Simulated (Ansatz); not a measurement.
## HgTe: the change of pressure with volume scale

Results calculated with Ansatz 0.2.0, not measured. Periodic Kohn-Sham DFT of a crystal at fixed atoms, scaled to volume_scale times the given cell; pressure positive in compression, energy less spherical unpolarised free atoms, largest_vzz the field gradient of largest size among the nuclei.

The cell before it is scaled or strained (space group F-43m, No. 216):
```
CELL_PARAMETERS angstrom
0.00000 3.22350 3.22350
3.22350 0.00000 3.22350
3.22350 3.22350 0.00000
ATOMIC_POSITIONS crystal
Hg 0.00000 0.00000 0.00000
Te 0.75000 0.75000 0.75000
```

Settings of every row: method all-electron PAW; functional LDA; relativity scalar; k mesh 11x11x11; filling fermi-dirac; smearing width 0.03 eV; nucleus gaussian.

Atom start moment: 0 on all atoms.

Limits: no spin-orbit coupling on heavy atoms.

| row | volume scale | V (Å³/atom) | pressure (GPa) |
| --- | --- | --- | --- |
| 1 | 0.94 | 31.486 | 3.094 |
| 2 | 0.95 | 31.82 | 2.446 |
| 3 | 0.96 | 32.155 | 1.837 |
| 4 | 0.98 | 32.825 | 0.726 |
| 5 | 0.99 | 33.16 | 0.22 |
| 6 | 1 | 33.495 | -0.256 |
| 7 | 1.01 | 33.83 | -0.703 |
| 8 | 1.02 | 34.165 | -1.124 |
| 9 | 1.04 | 34.835 | -1.891 |
| 10 | 1.05 | 35.17 | -2.24 |
| 11 | 1.06 | 35.505 | ? |

Question: what pressure should row 11 give?

Worked fit of pressure. Take u = (V_r/V)^(2/3) − 1 with V_r = 33.328 Å³ an atom, which is twice the finite (Eulerian) strain; such expansions in the strain, on which the Birch-Murnaghan equation of state is built, carry the rest volume and the bulk modulus. The shown rows have u = 0.03863, 0.03135, 0.02417, 0.01019, 0.00337, -0.00333, -0.00992, -0.0164, -0.02905, -0.03523. Least squares give pressure = −0.0223 + 70.976 × u + 238.57 × u² + 312 × u³ GPa; a parabola predicts inner rows, each left out in turn, worse (root mean square 0.0031 against 0.00061 GPa). The rows lie off it by 0.000, -0.001, 0.000, 0.000, 0.000, 0.000, 0.000, 0.000, -0.001, 0.000. The pressure vanishes at u = 0.0003, or V = 33.31 Å³ an atom, and there the bulk modulus at fixed shape and fractions is B = −V dP/dV = (2/3)(1 + u) dP/du = 47.4 GPa. The withheld row has u = -0.04131, so the fit gives −0.0223 + 70.976 × (-0.04131) + 238.57 × (-0.04131)² + 312 × (-0.04131)³ = -2.569 GPa.

The calculation gave -2.567 GPa. The fit lies 0.002 GPa (0.035 % of the column's range) below it; its largest miss of a shown row is 0.001 GPa. This row lies beyond the range of the fit.
